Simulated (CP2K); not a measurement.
The system is AlN.

```
Al N
1.0
     3.08863    0.00000    0.00000
     1.54432    2.67483    0.00000
     1.54432    0.89161    2.52186
Al N
1 1
Direct
  0.00000 0.00000 0.00000
  0.25000 0.25000 0.25000
```

Measurements of this composition are mostly on another form, of space group No. 186.

Base run:

* Program: CP2K 2026.2
* Functional: RPBE
* Potentials or basis: POTENTIAL_UZH Al GTH-PBE-q3, N GTH-PBE-q5; TZVP-MOLOPT-PBE-GTH basis
* Density cutoff: 9184 eV
* k mesh: 10 × 10 × 10
* Occupations: fermi-dirac, width 0.05 eV
* Spin: no spin polarisation

Its results: band gap on the k mesh 3.39 eV, indirect (least direct gap 4.27 eV); pressure 4.1 GPa.

Q: The run is repeated on the same cell with these changes: functional from RPBE to optB88-vdW. What comes out?

A: Band gap on the k mesh 3.53 eV, indirect (least direct gap 4.38 eV); pressure 3.0 GPa.

Caveats: the potentials were made for another functional, which shifts forces and pressure; the basis of atomic orbitals isn't converged, which shifts pressures, moduli and gaps.
